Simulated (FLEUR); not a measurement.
Runs of FLEUR MaX-R8.1 (later development tree) on P. Symmetry: Cmce, No. 64, orthorhombic system. The conventional cell has a = 3.295 Å, b = 10.930 Å, c = 4.544 Å, α = 90.00°, β = 90.00°, γ = 90.00°. P (site symmetry m) has 3 P at 2.20 to 2.25 Å as nearest neighbours. 

```tsv
task	level	k mesh	gmax	muffin-tin radii	max iterations	mixing factor	mixer	kmax	mesh quality	gap on the mesh (eV)	V0 of scaled cells (Å³/atom)	B0 (GPa)
band structure	RPBE	8 × 8 × 6	13.3 1/bohr	P 1.93 bohr	60	0.05	Anderson	4.3 1/bohr	not flagged	0.29	-	-
equation of state	RPBE	8 × 8 × 6	13.8 1/bohr	P 1.87 bohr	-	-	-	4.44 1/bohr	not flagged	-	21.57	64
single point	HSE06	3 × 3 × 2	13.3 1/bohr	P 1.93 bohr	30	0.05	Anderson	4.3 1/bohr	coarse	(a)	-	-
equation of state	PW91	8 × 8 × 6	13.8 1/bohr	P 1.87 bohr	-	-	-	4.44 1/bohr	not flagged	-	21.05	69
band structure	PW91	8 × 8 × 6	13.3 1/bohr	P 1.93 bohr	60	0.05	Anderson	4.3 1/bohr	not flagged	(b)	-	-
```

Alike in all rows: potentials or basis all-electron, FLAPW; no spin polarisation; cell as given; smearing fermi-dirac 0.05 eV.

Question: Estimate the missing entries.

Answer: (a) 1.35; (b) 0.10.

Caveats: some runs use coarse meshes; the plane-wave cutoff is short for the semicore states, which can make moduli rough (some runs); the cell was scaled at fixed shape and fractional positions, which overstates the stiffness of a crystal with free parameters, most of all of layers and chains (some runs); core states are solved in the semilocal potential (some runs); an odd mesh through Γ misses points on the zone boundary, where band edges often lie (some runs).

The runs were made with more than one version of the program.

Runs at the PBE level aren't shown here.
